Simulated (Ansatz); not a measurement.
MgO under changes of volume

One of the cells (9.221 Å³/atom); the others are scaled copies at fixed shape and fractional positions:

```
Mg O
1.0
     0.00000    2.09700    2.09700
     2.09700    0.00000    2.09700
     2.09700    2.09700    0.00000
Mg O
1 1
Direct
  0.00000 0.00000 0.00000
  0.50000 0.50000 0.50000
```

The cell is a database's computed one.

| Quantity | Value |
| --- | --- |
| Program | Ansatz 0.2.0 |
| Functional | LDA |
| Potentials or basis | Ansatz PAW |
| Cutoff | 420 eV (not typed: the program's choice for these potentials) |
| k mesh | 11 × 11 × 11 |
| Occupations | tetrahedron |
| Spin | no spin polarisation |

| volume (Å³/atom) | energy over the lowest point (meV/atom) | pressure (GPa) | gap on the mesh (eV) |
| --- | --- | --- | --- |
| 8.668 | 6.55 | 6.9 | 5.42 |
| 8.853 | 1.08 | 2.8 | 5.20 |
| 9.037 | 0.00 | -0.8 | 4.99 |
| 9.221 | 2.78 | -4.1 | 4.78 |
| 9.406 | 9.29 | -7.1 | 4.59 |
| 9.590 | ? | ? | ? |
| 9.775 | 31.56 | -12.1 | 4.23 |

**Question.** What does the run at 9.590 Å³/atom give?

**Answer.** Energy over the lowest point 18.95 meV/atom; pressure -9.7 GPa; gap on the mesh 4.40 eV.

Worked out: A Birch-Murnaghan fit of order 3 (a polynomial in V^(-2/3)) to the other rows has its minimum at 8.99 Å³/atom with B0 = V·E''(V) = 171 GPa and B' = 3.8. It gives 18.91 meV/atom at 9.590 Å³/atom, against the run's 18.95, and -dE/dV = -9.7 GPa, against -9.7. A straight line through the other rows of the gap, of slope -9.92 eV per unit of ln V (its deformation potential), gives 4.41 eV, against the run's 4.40.

Energies are extrapolated to zero smearing.

Caveats: odd divisions of the mesh miss points on the zone boundary, where band edges often lie, so the gap on the mesh can be too wide; the PAW data sets come from PBE, with cores solved anew for the run's functional, which leaves a small shift of forces and pressure; with tetrahedron occupations forces and stress needn't match the slope of the energy.
